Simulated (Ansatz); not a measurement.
# CuO: the cost of one run

Method: DFT PBE+U (U_eff = 1 eV on Cu d), plane waves, PAW, in Ansatz 0.2.0.

## (1) Starting point

The structure is monoclinic, space group Cc (No. 9). The conventional cell has a = 4.689 Å, b = 3.427 Å, c = 5.132 Å, α = 90.00°, β = 99.65°, γ = 90.00°. Cu (site symmetry 1) has 4 O at 1.91 to 2.02 Å as nearest neighbours. O (site symmetry 1) has 4 Cu at 1.91 to 2.02 Å as nearest neighbours.

Coordinates:

```
Cu O
1.0
     2.34465   -1.71340    0.00000
     2.34465    1.71340    0.00000
    -0.86055    0.00000    5.05944
Cu O
2 2
Direct
  0.00320 0.49680 0.00000
  0.49680 0.00320 0.50000
  0.57140 0.40560 0.25370
  0.40560 0.57140 0.75370
```

Magnetic order typed: ferromagnetic.

An earlier series on this cell reached its lowest free state from «random orbitals: fully mixed, first filling», perhaps among other starts.

## (2) Random orbitals: single harmonics, second filling

The input, input.yaml:

```yaml
crystal:
  lattice:
    - [2.34464976, -1.71339982, 0.0]
    - [2.34464976, 1.71339982, 0.0]
    - [-0.86054991, 0.0, 5.05943948]
  atoms:
    - { symbol: Cu, position: [0.0032, 0.4968, 0.0], spin: 1.0 }
    - { symbol: Cu, position: [0.4968, 0.0032, 0.5], spin: 1.0 }
    - { symbol: O, position: [0.5714, 0.4056, 0.2537] }
    - { symbol: O, position: [0.4056, 0.5714, 0.7537] }
basis:
  ecutwfc: 420
  ecutrho_ratio: 4
kpoints:
  mp_grid: { grid: [7, 7, 4] }
hamiltonian:
  xc: pbe
  hubbard:
    sites:
      - { site: 0, l: d, u_eff: 1.0, starting_ns: [{ spin: up, occupation_matrix: s0up }, { spin: down, occupation_matrix: s0down }] }
      - { site: 1, l: d, u_eff: 1.0, starting_ns: [{ spin: up, occupation_matrix: s1up }, { spin: down, occupation_matrix: s1down }] }
    occupation_matrices:
      s0up:
        matrix:
          - [0.97, 0.0, 0.0, 0.0, 0.0]
          - [0.0, 0.97, 0.0, 0.0, 0.0]
          - [0.0, 0.0, 0.97, 0.0, 0.0]
          - [0.0, 0.0, 0.0, 0.97, 0.0]
          - [0.0, 0.0, 0.0, 0.0, 0.97]
      s0down:
        matrix:
          - [0.97, 0.0, 0.0, 0.0, 0.0]
          - [0.0, 0.97, 0.0, 0.0, 0.0]
          - [0.0, 0.0, 0.97, 0.0, 0.0]
          - [0.0, 0.0, 0.0, 0.97, 0.0]
          - [0.0, 0.0, 0.0, 0.0, 0.02]
      s1up:
        matrix:
          - [0.97, 0.0, 0.0, 0.0, 0.0]
          - [0.0, 0.97, 0.0, 0.0, 0.0]
          - [0.0, 0.0, 0.97, 0.0, 0.0]
          - [0.0, 0.0, 0.0, 0.97, 0.0]
          - [0.0, 0.0, 0.0, 0.0, 0.97]
      s1down:
        matrix:
          - [0.97, 0.0, 0.0, 0.0, 0.0]
          - [0.0, 0.97, 0.0, 0.0, 0.0]
          - [0.0, 0.0, 0.97, 0.0, 0.0]
          - [0.0, 0.0, 0.0, 0.97, 0.0]
          - [0.0, 0.0, 0.0, 0.0, 0.02]
    ns_hold: { iters: 12 }
scf:
  occupations: { method: gaussian, width: 0.05 }
  lower_state_search: "off"
  max_iter: 150
output:
  forces: true
  stress: true
  eigenvalues: true
  populations: true
  hubbard: { sites: [{ site: 0, l: d }, { site: 1, l: d }] }
magnetization:
  spin_polarized: true
```

The typed matrices put 0.97 on the chosen orbitals and 0.02 on the others, and are held for 12 cycles.

On the command line:

```sh
$ ansatz run input.yaml --threads 2 --pin off --max-ram 3072MiB --backend cpu --events-out ev --progress --plain --runs-dir out
```

**Question.** How long does this run take on 2 threads of Arm Neoverse V2, shared host, and how much memory does it need?

About 19 s, with a peak of 0.42 GiB.
